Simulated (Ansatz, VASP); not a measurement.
One calculation of C, two programs

File INCAR:

```
  ALGO = Normal
  EDIFF = 1E-6
  ENCUT = 520
  GGA = CA
  ISIF = 2
  ISMEAR = 0
  LASPH = True
  LCHARG = False
  LREAL = False
  LWAVE = False
  NBANDS = 11
  NELM = 80
  PREC = Accurate
  SIGMA = 0.05
```

KPOINTS

```
k-points
0
Gamma
  12 12 12
```

Contents of POSCAR:

```
C
1.0
    0.0000000000      1.7794233076      1.6552195608
    1.7794233076      0.0000000000      1.6552195608
    1.7794233076      1.7794233076      0.0000000000
C
2
Direct
    0.5000000000      0.5000000000      0.5000000000
    0.7500000000      0.7500000000      0.7500000000
```

Input for Ansatz:

```yaml
crystal:
  lattice:
    - [0.0, 1.7794233076, 1.6552195608]
    - [1.7794233076, 0.0, 1.6552195608]
    - [1.7794233076, 1.7794233076, 0.0]
  atoms:
    - { symbol: C, position: [0.5, 0.5, 0.5] }
    - { symbol: C, position: [0.75, 0.75, 0.75] }
basis:
  ecutwfc: 520.0
kpoints:
  mp_grid: { grid: [12, 12, 12] }
hamiltonian:
  xc: lda
  pseudopotentials: { kind: paw, azcp: { folder: soft_1 } }
scf:
  occupations: { method: gaussian, width: 0.05 }
output:
  forces: true
  stress: true
  eigenvalues: true
  write_density: true
  write_potential: true
  elf: true
  volumetric_format: npy
```

Alike in both runs: task single point; functional LDA; k mesh 12 × 12 × 12; occupations gaussian, width 0.05 eV; no spin polarisation.

|  | VASP | Ansatz |
| --- | --- | --- |
| version | VASP 6.6.1 | Ansatz 0.2.0 |
| potentials or method | VASP PAW LDA potentials, release 64 (C) | scalar-relativistic, plane waves, PAW |
| plane-wave cutoff (eV) | 520 | 520 |
| valence electrons in the cell | 8 | 8 |

```csv
,VASP,Ansatz,Ansatz less VASP
gap on the k mesh at the Fermi level (eV),2.44,2.45,+0.013
least direct gap on the mesh (eV),4.50,4.50,-0.003
pressure (GPa),27.1,25.2,-1.96
largest component of the traceless stress (GPa),44.71,44.81,+0.094
```

Ansatz warned: «pseudo_functional_mismatch».

Caveats: so large a pressure means that the cell lies far from this level's equilibrium, or that cutoff or potentials fall short (VASP).
